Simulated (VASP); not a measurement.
# ZnS (F-43m) under biaxial strain in the (110) plane

How do the elastic response and the band edges of ZnS follow biaxial strain in the (110) plane?

Calculated with VASP 6.6.1; LDA; plane waves and PAW (Zn, S), in the first sound run; inputs show where later runs differ.

## Step 1: The structure

Symmetry: F-43m, No. 216, cubic system. Conventional cell: a = 5.410 Å, b = 5.410 Å, c = 5.410 Å, α = 90.00°, β = 90.00°, γ = 90.00°. Nearest to Zn lie 4 S at 2.34 Å. S has 4 Zn at 2.34 Å nearest. Farther neighbours and most contacts between anions are not listed.

Structure file:

```cif
data_structure
_symmetry_space_group_name_H-M 'F-43m'
_symmetry_Int_Tables_number 216
_cell_length_a 5.4100
_cell_length_b 5.4100
_cell_length_c 5.4100
_cell_angle_alpha 90.000
_cell_angle_beta 90.000
_cell_angle_gamma 90.000
_cell_volume 158.34
loop_
_atom_site_label
_atom_site_type_symbol
_atom_site_symmetry_multiplicity
_atom_site_Wyckoff_symbol
_atom_site_fract_x
_atom_site_fract_y
_atom_site_fract_z
_atom_site_occupancy
Zn1 Zn 4 a 0.00000 0.00000 0.00000 1
S1 S 4 d 0.25000 0.25000 0.75000 1
```

## Step 2: Relax the crystal, LDA

The series starts from the cell that this level prefers, so that zero strain is near zero stress.

This step took 2 runs in a row; the last is shown.

Level: LDA; plane waves and PAW (Zn, S).

INCAR reads:

```
SYSTEM = ZnS
PREC = Accurate
ENCUT = 450
EDIFF = 1E-07
NELM = 120
ISMEAR = 0
SIGMA = 0.02
LREAL = .FALSE.
ALGO = Normal
GGA = CA
NBANDS = 15
LASPH = .TRUE.
LORBIT = 11
LWAVE = .FALSE.
LCHARG = .FALSE.
KPAR = 12
IBRION = 2
NSW = 40
ISIF = 3
EDIFFG = -0.005
POTIM = 0.4
```

POSCAR reads:

```
ZnS
1.0
    0.0000000000      2.6503118734      2.6503118734
    2.6503118734      0.0000000000      2.6503118734
    2.6503118734      2.6503118734      0.0000000000
Zn S
1 1
Direct
    0.0000000000      0.0000000000      0.0000000000
    0.2500000000      0.2500000000      0.2500000000
```

KPOINTS reads:

```
Automatic mesh
0
Gamma
10 10 10
0 0 0
```

Potentials, in the order of the species: Zn and S (LDA family, release 64).

Launch:

```
$ mpirun -np 12 vasp_std
```

Log:

```text
[banner, memory and clock lines left out]
running   12 mpi-ranks, on    1 nodes
[...]
|                                                                             |
|           W    W    AA    RRRRR   N    N  II  N    N   GGGG   !!!           |
|           W    W   A  A   R    R  NN   N  II  NN   N  G    G  !!!           |
|           W    W  A    A  R    R  N N  N  II  N N  N  G       !!!           |
|           W WW W  AAAAAA  RRRRR   N  N N  II  N  N N  G  GGG   !            |
|           WW  WW  A    A  R   R   N   NN  II  N   NN  G    G                |
|           W    W  A    A  R    R  N    N  II  N    N   GGGG   !!!           |
|                                                                             |
|     For optimal performance we recommend to set                             |
|       NCORE = 2 up to number-of-cores-per-socket                            |
|     NCORE specifies how many cores store one orbital (NPAR=cpu/NCORE).      |
|     This setting can greatly improve the performance of VASP for DFT.       |
[...]
|     Unfortunately you need to use the default for GW and RPA                |
|     calculations (for HF NCORE is supported but not extensively tested      |
|     yet).                                                                   |
|                                                                             |

 LDA part: xc-table for (Slater(with rela. corr.)+CA(PZ))
 , standard interpolation
 POSCAR, INCAR and KPOINTS ok, starting setup
[...]
entering main loop
       N       E                     dE             d eps       ncg     rms          rms(c)
DAV:   1     0.844924030786E+02    0.84492E+02   -0.83039E+03  1417   0.133E+03
DAV:   2    -0.297509783206E+01   -0.87468E+02   -0.82414E+02  1599   0.256E+02
DAV:   3    -0.858274073898E+01   -0.56076E+01   -0.55833E+01  1753   0.659E+01
DAV:   4    -0.864432556651E+01   -0.61585E-01   -0.61569E-01  1669   0.714E+00
[...]
DAV:  11    -0.820746683201E+01    0.32620E-05   -0.10281E-05  2185   0.683E-02    0.404E-03
DAV:  12    -0.820746695399E+01   -0.12199E-06   -0.12543E-06  1697   0.113E-02    0.155E-03
DAV:  13    -0.820746695555E+01   -0.15564E-08   -0.39808E-08  1062   0.174E-03
   1 F= -.82074670E+01 E0= -.82074670E+01  d E =-.820747E+01
[...]
reached required accuracy - stopping structural energy minimisation
```

Run time: 2.6 s. Hardware: 12 MPI ranks of Intel Xeon 6975P-C (Granite Rapids), shared host; peak memory 1.8 GiB; 20 s of CPU time.

The logs omit lines about the potential files and the build; timing stands in the text.

Parts of OUTCAR (step 2):

```text
  Total       -0.0065099     -0.0065099     -0.0065099      0.0000000     -0.0000000      0.0000000
  in kB       -0.2801341     -0.2801341     -0.2801341      0.0000000     -0.0000000      0.0000000
  external PRESSURE =      -0.2801341 kB  Pullay stress =       0.0000000 kB

 POSITION                                       TOTAL-FORCE (eV/Angst)
 -----------------------------------------------------------------------------------
      0.00000      0.00000      0.00000        -0.000000     -0.000000     -0.000000
      1.32516      1.32516      1.32516         0.000000      0.000000      0.000000
 -----------------------------------------------------------------------------------
    total drift:                                0.000001      0.000001      0.000001

  FREE ENERGIE OF THE ION-ELECTRON SYSTEM (eV)
  ---------------------------------------------------
  free  energy   TOTEN  =        -8.2074669555 eV

  energy  without entropy=       -8.2074669555  energy(sigma->0) =       -8.20746696

 reached required accuracy - stopping structural energy minimisation

[... 3 further parts left out ...]
[key lines of the parts left out:]
E-fermi :   2.5842
```

This run gave:

* energy(sigma→0) of the program: -8.2075 eV
* stress, compression positive: -0.03 along [110], -0.03 across it (mean), GPa
* volume: 37.232 Å³
* ionic steps: 1

## Step 3: Strain along the normal, LDA

One member in full: the plane is strained by 1.5 %, and the strain along the normal is moved by secant steps until the normal stress is under 0.012 GPa or five steps are spent; the atoms relax at each step.

This step took 3 runs, each at a new trial strain with the atoms of the one before; the last is shown.

Level: LDA; plane waves and PAW (Zn, S); cell typed or built by script.

Edit INCAR of step 2 so:

```diff
@@ -15,7 +15,7 @@
 LCHARG = .FALSE.
-KPAR = 12
-IBRION = 2
-NSW = 40
-ISIF = 3
-EDIFFG = -0.005
-POTIM = 0.4
+KPAR = 3
+IBRION = 1
+NSW = 25
+ISIF = 2
+EDIFFG = -0.004
+POTIM = 0.3
```

POSCAR reads:

```
ZnS
1.0
   -0.0349130880      2.6551534640      2.6900665520
    2.6551534640     -0.0349130880      2.6900665520
    2.6202403760      2.6202403760      0.0000000000
Zn S
1 1
Direct
    0.9975684565      0.9975684565      0.0024315435
    0.2524315435      0.2524315435      0.2475684565
```

KPOINTS is that of step 2.

Launch:

```
$ mpirun -np 3 vasp_std
```

Log:

```text
[banner, memory and clock lines left out]
running    3 mpi-ranks, on    1 nodes
[...]
LDA part: xc-table for (Slater(with rela. corr.)+CA(PZ))
 , standard interpolation
 POSCAR, INCAR and KPOINTS ok, starting setup
[...]
entering main loop
       N       E                     dE             d eps       ncg     rms          rms(c)
DAV:   1     0.831690287690E+02    0.83169E+02   -0.83715E+03  5138   0.133E+03
DAV:   2    -0.323980222182E+01   -0.86409E+02   -0.81373E+02  5795   0.253E+02
DAV:   3    -0.857571839932E+01   -0.53359E+01   -0.53139E+01  6299   0.642E+01
DAV:   4    -0.863311861177E+01   -0.57400E-01   -0.57385E-01  6285   0.695E+00
[...]
DAV:  11    -0.819965772247E+01    0.29358E-05   -0.85913E-06  8080   0.601E-02    0.393E-03
DAV:  12    -0.819965782887E+01   -0.10640E-06   -0.11560E-06  6166   0.904E-03    0.156E-03
DAV:  13    -0.819965782344E+01    0.54274E-08   -0.36407E-08  4035   0.189E-03
   1 F= -.81996578E+01 E0= -.81996578E+01  d E =-.819966E+01
 BRION: g(F)=  0.240E-05 g(S)=  0.000E+00
[...]
N       E                     dE             d eps       ncg     rms          rms(c)
DAV:   1    -0.819965940532E+01   -0.15764E-05   -0.20740E-04  5445   0.107E-01    0.357E-03
DAV:   2    -0.819965978978E+01   -0.38446E-06   -0.40711E-06  6243   0.156E-02    0.127E-03
DAV:   3    -0.819965978012E+01    0.96584E-08   -0.31957E-08  4357   0.172E-03
   2 F= -.81996598E+01 E0= -.81996598E+01  d E =-.195668E-05
 BRION: g(F)=  0.969E-06 g(S)=  0.000E+00 retain N=  1 mean eig= 2.74
 eig:   2.745
[...]
N       E                     dE             d eps       ncg     rms          rms(c)
DAV:   1    -0.819965998492E+01   -0.19514E-06   -0.62837E-04  5389   0.186E-01    0.623E-03
DAV:   2    -0.819966110565E+01   -0.11207E-05   -0.11936E-05  6264   0.266E-02    0.225E-03
DAV:   3    -0.819966107847E+01    0.27185E-07   -0.93806E-08  4942   0.295E-03
   3 F= -.81996611E+01 E0= -.81996611E+01  d E =-.129835E-05
 BRION: g(F)=  0.702E-10 g(S)=  0.000E+00 retain N=  1 mean eig= 2.72
 eig:   2.721
 reached required accuracy - stopping structural energy minimisation
```

It took 22 s on 3 MPI ranks; peak memory 0.56 GiB; 51 s of CPU time.

From OUTCAR (step 3):

```text
  Total       -0.3229370     -0.3229370     -0.4707474      0.3228189      0.0000000      0.0000000
  in kB      -13.6436690    -13.6436690    -19.8884692     13.6386793      0.0000000      0.0000000
  external PRESSURE =     -15.7252691 kB  Pullay stress =       0.0000000 kB

 POSITION                                       TOTAL-FORCE (eV/Angst)
 -----------------------------------------------------------------------------------
      2.62024      2.62024      5.36756         0.000000      0.000000     -0.000035
      1.31012      1.31012      1.35760         0.000000      0.000000      0.000035
 -----------------------------------------------------------------------------------
    total drift:                               -0.000000     -0.000000      0.000579

  FREE ENERGIE OF THE ION-ELECTRON SYSTEM (eV)
  ---------------------------------------------------
  free  energy   TOTEN  =        -8.1996610785 eV

  energy  without entropy=       -8.1996610785  energy(sigma->0) =       -8.19966108

[... 1 part as in an earlier step ...]

[... 3 further parts left out ...]
[key lines of the parts left out:]
E-fermi :   2.4807
```

Numbers from this step:

| Quantity | Value |
| --- | --- |
| energy(sigma→0) of the program | -8.1997 eV |
| stress, compression positive | 0.00 along [110], -2.36 across it (mean), GPa |
| ionic steps | 3 |

## Step 4: Band edges, TB-mBJ with spin-orbit coupling

Short lines in KPOINTS_OPT sample the zone centre along and across the normal of the plane, for masses, and the other valleys.

Level: TB-mBJ, spin-orbit coupling; plane waves and PAW (Zn, S); cell typed or built by script.

TB-mBJ has no energy functional, so the total energy, stress and pressure in this output mean nothing.

INCAR reads:

```
SYSTEM = ZnS
PREC = Accurate
ENCUT = 450
EDIFF = 1E-06
NELM = 150
ISMEAR = 0
SIGMA = 0.02
LREAL = .FALSE.
ALGO = Normal
METAGGA = MBJ
LASPH = .TRUE.
LNONCOLLINEAR = .TRUE.
MAGMOM = 0 0 0 0 0 0
NBANDS = 28
GGA_COMPAT = .FALSE.
LSORBIT = .TRUE.
LWAVE = .FALSE.
LCHARG = .FALSE.
KPAR = 3
```

POSCAR reads:

```
ZnS
1.0
   -0.0349130880      2.6551534640      2.6900665520
    2.6551534640     -0.0349130880      2.6900665520
    2.6202403760      2.6202403760      0.0000000000
Zn S
1 1
Direct
    0.9976635157      0.9976635157      0.0023364843
    0.2523364843      0.2523364843      0.2476635157
```

KPOINTS reads:

```
Automatic mesh
0
Gamma
8 8 8
0 0 0
```

KPOINTS_OPT reads:

```
Line mode
6
Line-mode
Reciprocal
  0.00000000   0.00000000   0.00000000
  0.01474403   0.01474403   0.02948806

  0.00000000   0.00000000   0.00000000
 -0.01513694   0.01513694  -0.00000000

  0.31000000   0.31000000   0.00000000
  0.50000000   0.50000000   0.00000000

  0.00000000   0.31000000   0.31000000
  0.00000000   0.50000000   0.50000000

  0.45000000   0.45000000   0.45000000
  0.50000000   0.50000000   0.50000000

  0.45000000   0.00000000   0.00000000
  0.50000000   0.00000000   0.00000000

  0.42500000   0.42500000   0.00000000
  0.42472217   0.44612904   0.02085121

  0.50000000   0.50000000   0.50000000
  0.48486306   0.51513694   0.50000000
```

Launch:

```
$ mpirun -np 3 vasp_ncl
```

Log:

```text
[banner, memory and clock lines left out]
running    3 mpi-ranks, on    1 nodes
[...]
|                                                                             |
|               ----> ADVICE to this user running VASP <----                  |
|                                                                             |
|     You enforced a specific xc type in the INCAR file but a different       |
|     [... a line on the potential file left out ...]
|     I HOPE YOU KNOW WHAT YOU ARE DOING!                                     |
|                                                                             |

 LDA part: xc-table for (None), standard interpolation
 POSCAR, INCAR and KPOINTS ok, starting setup
[...]
entering main loop
       N       E                     dE             d eps       ncg     rms          rms(c)
DAV:   1     0.972407691249E+02    0.97241E+02   -0.76391E+03  9232   0.139E+03
DAV:   2    -0.149226473701E+02   -0.11216E+03   -0.10598E+03  9264   0.310E+02
DAV:   3    -0.266500691683E+02   -0.11727E+02   -0.11572E+02 10756   0.103E+02
DAV:   4    -0.269370160601E+02   -0.28695E+00   -0.28636E+00 10344   0.160E+01
[...]
DAV:  46    -0.242246477072E+02    0.49320E-04   -0.17393E-09  4636   0.501E-04    0.273E-04
DAV:  47    -0.242246550285E+02   -0.73213E-05   -0.13451E-09  4640   0.422E-04    0.409E-04
DAV:  48    -0.242246556794E+02   -0.65088E-06   -0.30941E-10  4636   0.252E-04
   1 F= -.24224656E+02 E0= -.24224656E+02  d E =-.453817E-20  mag=    -0.0000     0.0000    -0.0000
 Start KPOINTS_OPT (optional k-point list driver)
k-point batch [1-48\48]
       N       E                     dE             ncg
DAV:   1     0.459036926912E+04   -0.14935E+05     2700
DAV:   2    -0.977856112895E+03   -0.55682E+04     2732
DAV:   3    -0.153303002510E+04   -0.55517E+03     3152
DAV:   4    -0.154348274987E+04   -0.10453E+02     3264
DAV:   5    -0.154357086696E+04   -0.88117E-01     3264
DAV:   6    -0.154357225220E+04   -0.13852E-02     3216
DAV:   7    -0.154357228122E+04   -0.29017E-04     3396
DAV:   8    -0.154357228182E+04   -0.60384E-06     2296
```

Elapsed: 6.5 min, on 3 MPI ranks; peak memory 1.6 GiB.

OUTCAR, selected parts (step 4):

```text
  LATTYP: Found a body centered orthorhombic cell.
 ALAT       =     3.7055794764
 B/A-ratio  =     1.0266487673
 C/A-ratio  =     1.4519006105

 Subroutine GETGRP returns: Found  4 space group operations
 (whereof  4 operations were pure point group operations)

The static configuration has the point symmetry C_2v.

 Found    164 irreducible k-points:

   k-points           NKPTS =    164   k-points in BZ     NKDIM =    164   number of bands    NBANDS=     28

   dimension x,y,z NGX =    28 NGY =   28 NGZ =   28
   dimension x,y,z NGXF=    56 NGYF=   56 NGZF=   56

   ENCUT  =  450.0 eV  33.07 Ry    5.75 a.u.   6.54  6.54  6.41*2*pi/ulx,y,z

   NELECT =      18.0000    total number of electrons

 E-fermi :   2.9921

 k-point     1 :       0.0000    0.0000    0.0000
  band No.  band energies     occupation
    ...
     14       2.7157      1.00000
     15       2.7508      1.00000
     16       2.7508      1.00000
     17       2.8719      1.00000
     18       2.8719      1.00000
     19       6.5978      0.00000
     20       6.5978      0.00000
     21      10.0944      0.00000
     22      10.0944      0.00000
     23      10.2990      0.00000
    ...

 k-point     2 :       0.1250    0.0000    0.0000
  band No.  band energies     occupation
    ...
     14       1.8305      1.00000
     15       2.5978      1.00000
     16       2.6040      1.00000
     17       2.7368      1.00000
     18       2.7454      1.00000
     19       7.2851      0.00000
     20       7.2862      0.00000
     21      10.0938      0.00000
     22      10.0978      0.00000
     23      10.4890      0.00000
    ...

  Total      -92.4520684    -92.4520684    -92.6840357      0.3519053     -0.0000000     -0.0000000
  in kB    -3905.9801777  -3905.9801777  -3915.7804967     14.8675437     -0.0000000     -0.0000000
  external PRESSURE =   -3909.2469507 kB  Pullay stress =       0.0000000 kB

 POSITION                                       TOTAL-FORCE (eV/Angst)
 -----------------------------------------------------------------------------------
      2.62024      2.62024      5.36756         0.000000      0.000000      0.227628
      1.31012      1.31012      1.35760        -0.000000     -0.000000     -0.227628
 -----------------------------------------------------------------------------------
    total drift:                                0.000001      0.000001      0.411566

  FREE ENERGIE OF THE ION-ELECTRON SYSTEM (eV)
  ---------------------------------------------------
  free  energy   TOTEN  =       -24.2246556794 eV

  energy  without entropy=      -24.2246556794  energy(sigma->0) =      -24.22465568

 Spin-Orbit-Coupling matrix elements
 Ion:    1  E_soc:     -0.0075589
 Ion:    2  E_soc:     -0.0020828

[... 1 part as in an earlier step ...]

[... 7 further parts left out ...]
```

## Step 5: Band edges, r2SCAN with spin-orbit coupling

Short lines in KPOINTS_OPT sample the zone centre along and across the normal of the plane, for masses, and the other valleys.

Level: r2SCAN, spin-orbit coupling; plane waves and PAW (Zn, S); cell typed or built by script.

Edit INCAR of step 4 so:

```diff
@@ -4,3 +4,3 @@
 EDIFF = 1E-06
-NELM = 150
+NELM = 100
 ISMEAR = 0
@@ -9,3 +9,3 @@
 ALGO = Normal
-METAGGA = MBJ
+METAGGA = R2SCAN
 LASPH = .TRUE.
```

POSCAR is that of step 4.

KPOINTS is that of step 4.

KPOINTS_OPT is that of step 4.

Launch:

```
$ mpirun -np 3 vasp_ncl
```

Log:

```text
[banner, memory and clock lines left out]
running    3 mpi-ranks, on    1 nodes
[...]
[... a notice as in an earlier step ...]

 LDA part: xc-table for (None), standard interpolation
 POSCAR, INCAR and KPOINTS ok, starting setup
[...]
entering main loop
       N       E                     dE             d eps       ncg     rms          rms(c)
DAV:   1    -0.482036589080E+02   -0.48204E+02   -0.80012E+03  9224   0.146E+03
DAV:   2    -0.163908231470E+03   -0.11570E+03   -0.10953E+03  9272   0.329E+02
DAV:   3    -0.176060674327E+03   -0.12152E+02   -0.12002E+02 10780   0.106E+02
DAV:   4    -0.176348403602E+03   -0.28773E+00   -0.28714E+00 10456   0.165E+01
[...]
DAV:  12    -0.173311802780E+03   -0.60320E-04   -0.73847E-05 10036   0.178E-01    0.325E-02
DAV:  13    -0.173311809646E+03   -0.68655E-05   -0.23077E-05 11512   0.101E-01    0.676E-03
DAV:  14    -0.173311809400E+03    0.24575E-06   -0.95575E-07  7552   0.102E-02
   1 F= -.17331181E+03 E0= -.17331181E+03  d E =-.215968E-17  mag=    -0.0000     0.0000     0.0000
 Start KPOINTS_OPT (optional k-point list driver)
k-point batch [1-48\48]
       N       E                     dE             ncg
DAV:   1     0.384785591606E+04   -0.15677E+05     2700
DAV:   2    -0.181043943582E+04   -0.56583E+04     2732
DAV:   3    -0.239439964252E+04   -0.58396E+03     3132
DAV:   4    -0.240685346986E+04   -0.12454E+02     3208
DAV:   5    -0.240701044881E+04   -0.15698E+00     3228
DAV:   6    -0.240701387604E+04   -0.34272E-02     3296
DAV:   7    -0.240701396625E+04   -0.90211E-04     3292
DAV:   8    -0.240701396875E+04   -0.25042E-05     2540
DAV:   9    -0.240701396901E+04   -0.25547E-06     2168
```

Wall time 7 min (3 MPI ranks); peak memory 1.5 GiB.

Parts of OUTCAR (step 5):

```text
  Total        0.5957106      0.5957106      0.4638951      0.3308382      0.0000000      0.0000000
  in kB       25.1680027     25.1680027     19.5989673     13.9774870      0.0000000      0.0000000
  external PRESSURE =      23.3116576 kB  Pullay stress =       0.0000000 kB

 POSITION                                       TOTAL-FORCE (eV/Angst)
 -----------------------------------------------------------------------------------
      2.62024      2.62024      5.36756        -0.000000     -0.000000     -0.021857
      1.31012      1.31012      1.35760         0.000000      0.000000      0.021857
 -----------------------------------------------------------------------------------
    total drift:                               -0.000000     -0.000000     -0.015015

  FREE ENERGIE OF THE ION-ELECTRON SYSTEM (eV)
  ---------------------------------------------------
  free  energy   TOTEN  =      -173.3118094000 eV

  energy  without entropy=     -173.3118094000  energy(sigma->0) =     -173.31180940

[... 2 parts as in an earlier step ...]

[... 1 further part left out ...]
[key lines of the parts left out:]
E-fermi :   2.5025
```

Read from the output:

```
energy(sigma→0) of the program : -173.3118 eV
stress, compression positive   : 3.91 along [110], 1.54 across it (mean), GPa
```

The run ends at a pressure of 2.33 GPa, with forces up to 0.022 eV/Å.

[end of part 1 of 2]

[Lines on the potential files, build, host, timing and source positions are cut from VASP's logs without a mark.]

[Logs are printed without paths, hosts, clocks, repeated set-up lines and the standing remarks that a program may print on its own settings, such as how far it seeks lower states.]

[Hosts, paths, dates, database ids (printed as entryN), source tags and the programs' standing remarks are cut or masked in the printed files.]

[In band tables of VASP the shares of atoms and orbitals are scaled to a sum of 1 inside the atoms' spheres.]
